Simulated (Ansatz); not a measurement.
**Honeycomb PbTe monolayer in a perpendicular field**

Wanted: the out-of-plane response of the honeycomb PbTe monolayer. A positive field points along +c.

Program: Ansatz 0.2.0. Level of theory: plane-wave DFT, PBE-D3(BJ), Ansatz PAW (set soft_1); PAW set soft_1. Results are calculated unless marked as measured.

**1. The structure**

The cell holds 2 atoms: 1 Te and 1 Pb. Cell: a = 4.290 Å, b = 4.290 Å, c = 34.400 Å, α = 90.0°, β = 90.0°, γ = 120.0°. Vacuum lies along c.

**2. Relaxing the slab**

The starting cell is a guess, so the in-plane lattice and the atoms are relaxed first, with the slab cut off from its images along the normal.

input.yaml reads:

```yaml
crystal:
  lattice:
    - [4.29, 0.0, 0.0]
    - [-2.145, 3.7152489822, 0.0]
    - [0.0, 0.0, 34.3999999991]
  atoms:
    - { symbol: Te, position: [0.6666666667, 0.3333333333, 0.4752906977] }
    - { symbol: Pb, position: [0.3333333333, 0.6666666667, 0.5247093023] }
  periodic: [true, true, false]
kpoints:
  mp_grid: { grid: [12, 12, 1] }
hamiltonian:
  xc: pbe
  dispersion: d3bj
  pseudopotentials: { kind: paw, azcp: { folder: soft_1 } }
scf:
  occupations: { method: fermi_dirac, width: 0.05 }
  convergence: { dr2_threshold: 1.0e-09 }
relax:
  f_tol: 0.004
  max_steps: 90
  cell: {}
output:
  write_potential: true
  write_density: true
  volumetric_format: npy
```

Started as:

```sh
$ ansatz run input.yaml --threads 2 --pin off --max-ram 3072MiB --backend cpu --events-out ev --progress --plain --runs-dir out
```

Numbers of over 12 decimals in the logs are rounded to 6 here.

The log of the run:

```text
Warning: relax.cell: scf.convergence.dr2_threshold = 1e-9 eV is looser than the 1.4610271025e-10 eV advised for a relaxation that steers and ends on the stress (1e-10 eV for each atom of the cell: 2, times the square of relax.cell.stress_2d_tol = 0.05 N/m over 11.7 Å (the atoms' height at the walk's start and 5 Å past either face), 4.274e-2 GPa, over a crystal's default 0.05). What an SCF threshold leaves in a stress goes as its square root, and in the free energy as the threshold itself, and one threshold admits the most on a small cell: [figures from the program's tests cut] Set scf.convergence.dr2_threshold to 1.4610271025e-10 eV or tighter. [rest of the remark cut]
Engine: ansatz 0.2.0, aarch64-unknown-linux-gnu
Pseudopotentials: kind: paw
Pseudopotential: Te, paw, valence charge 16, recommended cutoff 420 eV (normal), soft_1/Te.paw.azcp
Pseudopotential: Pb, paw, valence charge 14, recommended cutoff 420 eV (normal), soft_1/Pb.paw.azcp
Functional definition: PBE
  parameter kappa = 0.804
  parameter beta = 0.066725
  exchange = pbe_x(kappa = kappa, mu = beta*pi^2/3)
  correlation = pbe_c(beta = beta)
Crystal: 2 atoms, lattice volume = 548.282 Å³
Basis set: ecut = 420 eV, 10669 PW (Γ), exchange–correlation on 60×60×480 points (8 copies of the dense FFT grid, shifted against one another)
Bands: 19, of which v1, the nominal top of the filled ones, is band 15 counted from 1 (14 counted from 0)
Symmetry: 6 space group operations
Space group: P3m1 (ITA 156), of the structure as read, at distance tolerance 8.2e-5 Å
k-points: 19 of 144 (time reversal used)
Non-local potential: Te, projectors of the file, l = 0: 2, l = 1: 2, l = 2: 2, l = 3: 1
Non-local potential: Pb, projectors of the file, l = 0: 2, l = 1: 2, l = 2: 2, l = 3: 1
PAW form: soft (Blöchl's): semilocal exchange-correlation on the pseudo side does not see the compensation charge
PAW one-centre angular grid: Te, 590 points (default); XC on 64 Gauss nodes
PAW one-centre angular grid: Pb, 590 points (default); XC on 64 Gauss nodes
Initial density: superposition of atomic densities (neutral atoms: chi_scale 0, normalization atom)
Initial wavefunctions: pseudopotential atomic-orbital guess
Functional: x = pbe(κ = 0.804, μ = 0.219515), c = pbe(β = 0.066725)
SCF iter   1: F=—  HF=-18889.913174 eV  |F-HF|=—  |Δ(HF+E_count)|=         —  Δρ=7.21e-3  dr2=1.46e0  ethr=3.10e-3  ⟨swp⟩=14.6  Hψ=3218  notcnv=0
preconditioner: auto → Resta (q_TF=auto, 1.681 Å⁻¹)  ε∞=1.3  [insulator: Δε(μ)=2.187 eV  Ē_g=14.045 eV  σ=0.050 eV  W_gap=1.00  n_scr=18 (ndim 8)  ℏωp=7.1 eV  f_vac=0.809  D(μ)=0.00/eV (n_scr^D=0)  ε∞_Penn≈1.3  vacuum switching on, ρ_ref=1.4e-2 e/Å³]
SCF iter   2: F=—  HF=-18890.481350 eV  |F-HF|=—  |Δ(HF+E_count)|=   5.68e-1  Δρ=1.07e-2  dr2=7.83e0  ethr=3.10e-3  ⟨swp⟩=6.3  Hψ=1033  notcnv=0  recentre
SCF iter   3: F=—  HF=-18889.748800 eV  |F-HF|=—  |Δ(HF+E_count)|=   7.33e-1  Δρ=4.32e-3  dr2=3.76e-1  ethr=3.10e-3  ⟨swp⟩=5.4  Hψ=963  notcnv=0
SCF iter   4: F=—  HF=-18889.701052 eV  |F-HF|=—  |Δ(HF+E_count)|=   4.77e-2  Δρ=2.17e-3  dr2=2.58e-2  ethr=1.25e-3  ⟨swp⟩=3.2  Hψ=569  notcnv=0
SCF iter   5: F=—  HF=-18889.701461 eV  |F-HF|=—  |Δ(HF+E_count)|=   4.09e-4  Δρ=5.24e-4  dr2=7.99e-3  ethr=8.59e-5  ⟨swp⟩=4.4  Hψ=862  notcnv=0
SCF iter   6: F=—  HF=-18889.700567 eV  |F-HF|=—  |Δ(HF+E_count)|=   8.95e-4  Δρ=1.91e-4  dr2=8.17e-4  ethr=2.66e-5  ⟨swp⟩=1.8  Hψ=450  notcnv=0
SCF iter   7: F=—  HF=-18889.700548 eV  |F-HF|=—  |Δ(HF+E_count)|=   1.87e-5  Δρ=5.05e-5  dr2=1.73e-5  ethr=2.72e-6  ⟨swp⟩=2.3  Hψ=465  notcnv=0
SCF iter   8: F=—  HF=-18889.700547 eV  |F-HF|=—  |Δ(HF+E_count)|=   4.06e-7  Δρ=2.30e-5  dr2=1.44e-5  ethr=5.78e-8  ⟨swp⟩=3.1  Hψ=723  notcnv=0
SCF iter   9: F=—  HF=-18889.700549 eV  |F-HF|=—  |Δ(HF+E_count)|=   1.78e-6  Δρ=7.01e-6  dr2=1.59e-6  ethr=4.79e-8  ⟨swp⟩=1.4  Hψ=404  notcnv=0
SCF iter  10: F=—  HF=-18889.700462 eV  |F-HF|=—  |Δ(HF+E_count)|=   8.75e-5  Δρ=1.57e-6  dr2=1.91e-8  ethr=5.29e-9  ⟨swp⟩=2.8  Hψ=580  notcnv=0
SCF iter  11: F=—  HF=-18889.700462 eV  |F-HF|=—  |Δ(HF+E_count)|=   2.51e-9  Δρ=4.56e-7  dr2=1.52e-9  ethr=6.36e-11  ⟨swp⟩=3.4  Hψ=776  notcnv=0
SCF iter  12: F=—  HF=-18889.700462 eV  |F-HF|=—  |Δ(HF+E_count)|=  7.28e-11  Δρ=2.76e-7  dr2=1.51e-9  ethr=3.33e-12  ⟨swp⟩=11.3  Hψ=2504  notcnv=0
SCF iter  13: F=-18889.700462 eV  HF=-18889.700462 eV  |F-HF|=4.07e-10  |Δ(HF+E_count)|=  2.95e-10  Δρ=1.10e-7  dr2=4.09e-10  ethr=3.33e-12  ⟨swp⟩=7.9  Hψ=2246  notcnv=0
SCF 1 converged in 13 iterations: F = -18889.700462 eV  dr2 = 4.09e-10
  greatest PAW one-centre occupation: 0.998 electrons in one spin orbital (limit 2), on the Te atom at site 0 (counted from 0), in its partial waves of l = 2
relax step   1: F+E_penalty+E_count = -18889.70046166 eV  Δ(F+E_penalty+E_count) = +0.000e0 eV  max|allowed force component| = 1.624e-2 eV/Å  Δτ_max = 0.0000 Å  P = -0.197 N/m  Ω = 548.282 Å³  fix = [c, alpha, beta]  reactions: c -0.000 N/m  (13 SCF iters, accepted)
Crystal: 2 atoms, lattice volume = 545.015 Å³
Basis set: ecut = 420 eV, 10585 PW (Γ), exchange–correlation on 60×60×480 points (8 copies of the dense FFT grid, shifted against one another)
Initial density: handed on by an earlier stage of this run
Initial wavefunctions: those handed on with the density
iter 1 solved again at ethr=4.80e-7 eV; its pass at ethr=3.10e-3 eV (dr2=1.44e-4 eV) is discarded
SCF iter   1: F=—  HF=-18889.701649 eV  |F-HF|=—  |Δ(HF+E_count)|=         —  Δρ=1.16e-4  dr2=1.17e-4  ethr=4.80e-7  ⟨swp⟩=4.1  Hψ=2917  notcnv=0
preconditioner: auto → Resta (q_TF=auto, 1.683 Å⁻¹)  ε∞=1.3  [insulator: Δε(μ)=1.638 eV  Ē_g=13.921 eV  σ=0.050 eV  W_gap=1.00  n_scr=18 (ndim 8)  ℏωp=7.1 eV  f_vac=0.818  D(μ)=0.00/eV (n_scr^D=0)  ε∞_Penn≈1.3  vacuum switching on, ρ_ref=1.4e-2 e/Å³]
SCF iter   2: F=—  HF=-18889.701627 eV  |F-HF|=—  |Δ(HF+E_count)|=   2.24e-5  Δρ=7.35e-5  dr2=1.07e-4  ethr=3.90e-7  ⟨swp⟩=2.3  Hψ=522  notcnv=0
SCF iter   3: F=—  HF=-18889.701642 eV  |F-HF|=—  |Δ(HF+E_count)|=   1.46e-5  Δρ=6.12e-5  dr2=2.22e-4  ethr=3.56e-7  ⟨swp⟩=3.6  Hψ=605  notcnv=0
SCF iter   4: F=—  HF=-18889.701616 eV  |F-HF|=—  |Δ(HF+E_count)|=   2.61e-5  Δρ=2.18e-5  dr2=1.85e-6  ethr=3.56e-7  ⟨swp⟩=2.1  Hψ=408  notcnv=0
SCF iter   5: F=—  HF=-18889.701521 eV  |F-HF|=—  |Δ(HF+E_count)|=   9.51e-5  Δρ=5.89e-6  dr2=2.98e-7  ethr=6.17e-9  ⟨swp⟩=3.7  Hψ=766  notcnv=0
SCF iter   6: F=—  HF=-18889.701520 eV  |F-HF|=—  |Δ(HF+E_count)|=   4.71e-8  Δρ=1.43e-6  dr2=1.34e-8  ethr=9.93e-10  ⟨swp⟩=2.1  Hψ=559  notcnv=0
SCF iter   7: F=—  HF=-18889.701520 eV  |F-HF|=—  |Δ(HF+E_count)|=   3.42e-9  Δρ=4.14e-7  dr2=1.61e-9  ethr=4.48e-11  ⟨swp⟩=2.9  Hψ=592  notcnv=0
SCF iter   8: F=-18889.701520 eV  HF=-18889.701520 eV  |F-HF|=1.27e-10  |Δ(HF+E_count)|=  3.46e-10  Δρ=1.52e-7  dr2=2.19e-10  ethr=3.33e-12  ⟨swp⟩=10.3  Hψ=2415  notcnv=0
SCF 2 converged in 8 iterations: F = -18889.701520 eV  dr2 = 2.19e-10
relax step   2: F+E_penalty+E_count = -18889.70152046 eV  Δ(F+E_penalty+E_count) = -1.059e-3 eV  max|allowed force component| = 3.485e-2 eV/Å  Δτ_max = 0.0068 Å  P = -0.181 N/m  Ω = 545.015 Å³  energy of the carried Pulay correction = +6.463e-5 eV  fix = [c, alpha, beta]  reactions: c -0.000 N/m  (8 SCF iters, accepted)
Crystal: 2 atoms, lattice volume = 539.511 Å³
Basis set: ecut = 420 eV, 10477 PW (Γ), exchange–correlation on 60×60×480 points (8 copies of the dense FFT grid, shifted against one another)
iter 1 solved again at ethr=5.55e-7 eV; its pass at ethr=3.10e-3 eV (dr2=1.66e-4 eV) is discarded
SCF iter   1: F=—  HF=-18889.702661 eV  |F-HF|=—  |Δ(HF+E_count)|=         —  Δρ=1.08e-4  dr2=1.87e-4  ethr=5.55e-7  ⟨swp⟩=4.5  Hψ=3022  notcnv=0
preconditioner: auto → Resta (q_TF=auto, 1.686 Å⁻¹)  ε∞=1.3  [insulator: Δε(μ)=1.644 eV  Ē_g=13.938 eV  σ=0.050 eV  W_gap=1.00  n_scr=18 (ndim 8)  ℏωp=7.1 eV  f_vac=0.817  D(μ)=0.00/eV (n_scr^D=0)  ε∞_Penn≈1.3  vacuum switching on, ρ_ref=1.4e-2 e/Å³]
SCF iter   2: F=—  HF=-18889.702714 eV  |F-HF|=—  |Δ(HF+E_count)|=   5.30e-5  Δρ=1.04e-4  dr2=7.14e-4  ethr=5.55e-7  ⟨swp⟩=3.2  Hψ=702  notcnv=0  recentre
SCF iter   3: F=—  HF=-18889.702640 eV  |F-HF|=—  |Δ(HF+E_count)|=   7.42e-5  Δρ=5.94e-5  dr2=4.70e-5  ethr=5.55e-7  ⟨swp⟩=3.2  Hψ=591  notcnv=0
SCF iter   4: F=—  HF=-18889.702633 eV  |F-HF|=—  |Δ(HF+E_count)|=   6.80e-6  Δρ=1.61e-5  dr2=1.05e-6  ethr=1.57e-7  ⟨swp⟩=2.2  Hψ=464  notcnv=0
SCF iter   5: F=—  HF=-18889.702544 eV  |F-HF|=—  |Δ(HF+E_count)|=   8.86e-5  Δρ=3.72e-6  dr2=8.21e-8  ethr=3.51e-9  ⟨swp⟩=2.8  Hψ=608  notcnv=0
SCF iter   6: F=—  HF=-18889.702544 eV  |F-HF|=—  |Δ(HF+E_count)|=   3.87e-8  Δρ=9.78e-7  dr2=7.17e-9  ethr=2.74e-10  ⟨swp⟩=3.2  Hψ=692  notcnv=0
SCF iter   7: F=-18889.702544 eV  HF=-18889.702544 eV  |F-HF|=2.11e-10  |Δ(HF+E_count)|=  7.39e-10  Δρ=3.48e-7  dr2=7.43e-10  ethr=3.33e-12  ⟨swp⟩=11.9  Hψ=2694  notcnv=0
SCF 3 converged in 7 iterations: F = -18889.702544 eV  dr2 = 7.43e-10
relax step   3: F+E_penalty+E_count = -18889.70254436 eV  Δ(F+E_penalty+E_count) = -1.024e-3 eV  max|allowed force component| = 2.414e-2 eV/Å  Δτ_max = 0.0042 Å  P = -0.051 N/m  Ω = 539.511 Å³  energy of the carried Pulay correction = +1.750e-4 eV  fix = [c, alpha, beta]  reactions: c -0.000 N/m  (7 SCF iters, accepted)
[...]
relax step   4: F+E_penalty+E_count = -18889.70263925 eV  Δ(F+E_penalty+E_count) = -9.489e-5 eV  max|allowed force component| = 2.338e-4 eV/Å  Δτ_max = 0.0007 Å  P = +0.001 N/m  Ω = 538.307 Å³  energy of the carried Pulay correction = +1.994e-4 eV  fix = [c, alpha, beta]  reactions: c +0.000 N/m  (6 SCF iters, accepted)
Initial wavefunctions: pseudopotential atomic-orbital guess (no wavefunctions were taken with the density)
iter 1 solved again at ethr=1.31e-6 eV; its pass at ethr=3.10e-3 eV (dr2=3.94e-4 eV) is discarded
SCF iter   1: F=—  HF=-18889.702526 eV  |F-HF|=—  |Δ(HF+E_count)|=         —  Δρ=9.95e-6  dr2=1.54e-7  ethr=1.31e-6  ⟨swp⟩=4.7  Hψ=4294  notcnv=0
eigensolver tolerance schedule: the retry pair's looser diagonalisation over-reported the residual by 2560.65 of it (diagonalisation noise at an unbounded share of the residual, at the tolerance the schedule requests for it); recorded, not acted on — ethr = c·dr2/N_el stays at c = 1.0e-1
preconditioner: auto → Resta (q_TF=auto, 1.686 Å⁻¹)  ε∞=1.3  [insulator: Δε(μ)=1.653 eV  Ē_g=13.947 eV  σ=0.050 eV  W_gap=1.00  n_scr=18 (ndim 8)  ℏωp=7.2 eV  f_vac=0.818  D(μ)=0.00/eV (n_scr^D=0)  ε∞_Penn≈1.3  vacuum switching on, ρ_ref=1.4e-2 e/Å³]
SCF iter   2: F=—  HF=-18889.702438 eV  |F-HF|=—  |Δ(HF+E_count)|=   8.78e-5  Δρ=4.83e-6  dr2=7.50e-8  ethr=5.13e-10  ⟨swp⟩=4.9  Hψ=1046  notcnv=0
SCF iter   3: F=—  HF=-18889.702438 eV  |F-HF|=—  |Δ(HF+E_count)|=   2.00e-8  Δρ=2.76e-6  dr2=1.31e-7  ethr=2.50e-10  ⟨swp⟩=2.5  Hψ=662  notcnv=0
SCF iter   4: F=—  HF=-18889.702438 eV  |F-HF|=—  |Δ(HF+E_count)|=  4.00e-10  Δρ=1.92e-6  dr2=7.41e-8  ethr=2.50e-10  ⟨swp⟩=3.4  Hψ=559  notcnv=0
SCF iter   5: F=—  HF=-18889.702438 eV  |F-HF|=—  |Δ(HF+E_count)|=   2.68e-9  Δρ=9.28e-7  dr2=1.25e-8  ethr=2.47e-10  ⟨swp⟩=1.3  Hψ=372  notcnv=0
SCF iter   6: F=-18889.702438 eV  HF=-18889.702438 eV  |F-HF|=2.91e-11  |Δ(HF+E_count)|=  2.18e-11  Δρ=2.45e-7  dr2=3.75e-10  ethr=3.33e-12  ⟨swp⟩=14.6  Hψ=3311  notcnv=0
SCF 5 converged in 6 iterations: F = -18889.702438 eV  dr2 = 3.75e-10
relax step   5: F+E_penalty+E_count = -18889.70243790 eV  Δ(F+E_penalty+E_count) = +2.014e-4 eV  max|allowed force component| = 2.836e-4 eV/Å  Δτ_max = 0.0000 Å  P = +0.001 N/m  Ω = 538.307 Å³  fix = [c, alpha, beta]  reactions: c +0.000 N/m  stress off target by 9.65e-4 N/m on what of the cell is left free  SCF on the basis re-selected at this cell (its energy is not comparable with the rows above)  (6 SCF iters)
basis re-selected at this cell: Δ(F+E_penalty+E_count) = +2.014e-4 eV, ΔP = -0.000 N/m vs the last step (what re-selecting the basis moved, of the pressure what is left beyond the Pulay correction that the steps carried, after the strain that the cell walked since its last selection, with what the two solves' SCF thresholds leave and, on support functions, any second-order correction that the steps lacked; it is no m [...]
WARN: The input density's exchange-correlation potential varies sharply where the density is thin. Do not read a vacuum level from v_tot or v_xc, or from such a field of the output density. On a cell that repeats whose density bears no net charge and no dipole along the vacuum's axis use v_es (v_loc + v_h of the components); under efield.dipole_correction with no amplitude use v_es + v_field, which holds any external [...]
SCF converged after 6 iterations
Free energy (F): -18889.702438 eV
Harris-Foulkes:  -18889.702438 eV  (|F-HF|=2.91e-11)
Internal energy: -18889.702438 eV  (E = F + TS)
E sigma→0 (E₀):  -18889.702438 eV
Fermi energy:    -4.028486 eV
--- Per-component energies (eV) ---
  E_band       = -709.712980
  E_kinetic    = 464.403420
  E_local      = -41651.661415  (includes V_loc(G=0)·N_el)
  E_nonlocal   = 371.372980
  E_hartree    = 20505.429134
  E_xc         = -327.154441
  E_vxc        = -238.279775  (∫ρ·V_xc dr)
  E_paw        = -15064.829534  (= ΣΔE_a)
  E_vpaw       = -666.407171  (= ΣTr[D̂ρ^β])
  E_aug_tail   = 0.000081  (compensation charges beyond the density's cutoff)
  E_ewald      = 16813.160444
  E_disp       = -0.423106  (pairwise vdW)
  E_smearing   = -0.000000  (= −TS)
  E_closure    = 0.000000  (closes the sum)
  Σ components = -18889.702438   (vs F -18889.702438, Δ=0.00e0)
--- Forces (eV/Å), atoms counted from 1 ---
  atom   1  Te     0.00000000    -0.00000000    -0.00028229
  atom   2  Pb     0.00000000    -0.00000000     0.00028495
  max |Σ_I F_I| component: 2.66e-6 eV/Å
--- 2D stress c σ (N/m, compression-positive) ---
        0.000965      -0.000000       0.000000
       -0.000000       0.000965       0.000000
        0.000000       0.000000       0.000000
  P = ½ c Tr σ = 0.0010 N/m
--- Band table (eV; the first three rows and the last of 19) ---
  k-point 0: bands = [... 11 lower, -11.5598, -5.3617, -4.8518, -4.8518, -3.1991, -1.1334, -1.1334, -0.8525]
  k-point 1: bands = [... 11 lower, -11.5657, -5.4857, -5.1899, -4.9550, -2.8771, -1.3662, -1.0553, -0.7529]
  k-point 2: bands = [... 11 lower, -11.6016, -6.2059, -5.2524, -5.2074, -2.7983, -1.4206, -0.9034, -0.4764]
  k-point 18: bands = [... 11 lower, -12.4711, -7.5977, -6.5630, -6.1658, -2.8789, -1.3622, -0.8954, 1.8438]
  the weakly bound empty levels are not read free of the cell's end (no_gap_told)
--- Relaxed structure (4 steps of the walk, 4 accepted, 1 SCFs on fresh bases) ---
  F+E_penalty+E_count = -18889.70243790 eV   max|allowed force component| = 2.836e-4 eV/Å   (the final SCF, on the basis selected at the relaxed cell)
  cell:  # Å, volume = 538.3069 Å³
    - [4.250798, 0.0, 0]
    - [-2.125399, 3.681299, 0]
    - [0, 0, 34.3999999991]
  atoms:
    - { symbol: Te, position: [0.666667, 0.333333, 0.474991] }
    - { symbol: Pb, position: [0.333333, 0.666667, 0.525009] }
```

Run time: 54 s. Hardware: 2 threads of Arm Neoverse V1, shared host; peak memory 0.7 GiB.

Step by step:

| step | energy less that of the first step (eV) | largest force component (eV/Å) | volume (Å³) |
| --- | --- | --- | --- |
| 1 | 0.0000 | 0.0162 | 548.28 |
| 2 | -0.0011 | 0.0348 | 545.01 |
| 3 | -0.0021 | 0.0241 | 539.51 |
| 4 | -0.0022 | 0.0002 | 538.31 |
| 5* | -0.0020 | 0.0003 | 538.31 |

Relaxation steps marked * repeat the geometry before them on a plane-wave basis chosen anew for their cell, so energy and pressure can jump there.

The run keeps the 6 symmetry operations that it works with, so distortions that break them were not tested.

| cell as run | before | after | change |
| --- | --- | --- | --- |
| a (Å) | 4.290 | 4.251 | -0.9 % |
| b (Å) | 4.290 | 4.251 | -0.9 % |

The atoms that moved most (Å, along periodic axes as changes of fractional coordinates times the final cell, across vacuum about the mean position):

| atom | dx | dy | dz | length |
| --- | --- | --- | --- | --- |
| Te1 | 0.000 | 0.000 | -0.010 | 0.010 |
| Pb2 | 0.000 | 0.000 | 0.010 | 0.010 |

Final coordinates:

```xyz
2
Lattice="4.2508 0.0000 0.0000 -2.1254 3.6813 0.0000 0.0000 0.0000 34.4000" Properties=species:S:1:pos:R:3
Te    2.1254    1.2271   16.3397
Pb    0.0000    2.4542   18.0603
```

The lattice constant a goes from 4.290 to 4.251 Å.

(Part 1 of 2 ends here.)

[Logs are printed without paths, hosts, clocks, repeated set-up lines and the standing remarks that a program may print on its own settings, such as how far it seeks lower states.]

[Hosts, paths, dates, database ids (printed as entryN), source tags and the programs' standing remarks are cut or masked in the printed files.]

[Maps of the electrostatic potential energy from Ansatz leave out the sawtooth potential of an applied field or a dipole correction, so their vacuum need not be flat; planar profiles and work functions include it.]
